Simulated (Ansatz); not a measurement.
# SrO: the cost of one run

Computed with Ansatz 0.2.0 (DFT PBE, scalar-relativistic, plane waves, PAW, unless a step's input says otherwise).

3 further runs of the same task are left out: 3 set aside as unsound or not needed.

## (1) The structure to begin with

Symmetry: Fm-3m, No. 225, cubic system. The conventional cell has a = 5.195 Å, b = 5.195 Å, c = 5.195 Å, α = 90.00°, β = 90.00°, γ = 90.00°. Around Sr (site symmetry m-3m) lie 6 O at 2.60 Å. O (site symmetry m-3m) has 6 Sr at 2.60 Å as nearest neighbours.

Coordinates:

```xyz
2
Lattice="0.0000 2.5975 2.5975 2.5975 0.0000 2.5975 2.5975 2.5975 0.0000" Properties=species:S:1:pos:R:3 pbc="T T T"
Sr    0.0000    0.0000    0.0000
O     2.5975    2.5975    2.5975
```

This cell was relaxed beforehand with the same method: volume 17.53 Å³/atom, gap on the mesh 3.33 eV.

## (2) The cell under 2 GPa

What is minimised here is the enthalpy; the energy can go up as the cell is squeezed.

File input.yaml:

```yaml
crystal:
  lattice:
    - [0.0, 2.5975028127, 2.5975028127]
    - [2.5975028127, 0.0, 2.5975028127]
    - [2.5975028127, 2.5975028127, 0.0]
  atoms:
    - { symbol: Sr, position: [0.0, 0.0, 0.0] }
    - { symbol: O, position: [0.5, 0.5, 0.5] }
basis:
  ecutwfc: 420
kpoints:
  mp_grid: { grid: [8, 8, 8] }
hamiltonian:
  xc: pbe
scf:
  occupations: { method: fixed }
output:
  forces: true
  stress: true
  eigenvalues: true
relax:
  adjacent_minimum: "off"
  f_tol: 0.001
  max_steps: 60
  cell: { stress_tol: 0.02, p_target: 2.0 }
```

Started as:

```
ansatz run input.yaml --threads 1 --pin off --max-ram 1228MiB --backend cpu --events-out ev --progress --plain --runs-dir out
```

Q: Estimate wall time and peak memory on 1 thread of Arm Neoverse N1, shared host.

About 12 s, with a peak of 0.27 GiB.
